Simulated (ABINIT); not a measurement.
Crystal: HfN.

```
Hf N
1.0
     0.00000    2.45482    2.45482
     2.45482    0.00000    2.45482
     2.45482    2.45482    0.00000
Hf N
1 1
Direct
  0.00000 0.00000 0.00000
  0.25000 0.25000 0.25000
```

The cell comes from a database or a generator and needn't be the stable form of this composition.

Base run:

- Program: ABINIT 10.8.3 (patched build)
- Functional: RPBE
- Potentials or basis: JTH PAW PBE v2.0
- Cutoff: 844 eV
- k mesh: 9 × 9 × 9
- Occupations: fermi-dirac, width 0.05 eV
- Spin: no spin polarisation

Its results: band gap on the k mesh none (metal or under the smearing width); pressure 3.7 GPa.

After a change of settings the same cell gave: band gap on the k mesh none (metal or under the smearing width); pressure 5.4 GPa. Which change was it?
A. functional from RPBE to PW91
B. functional from RPBE to BLYP
C. functional from RPBE to SCAN
D. functional from RPBE to revPBE

B.

Caveats: the PAW data sets were made with another functional, which shifts forces and pressure a little.
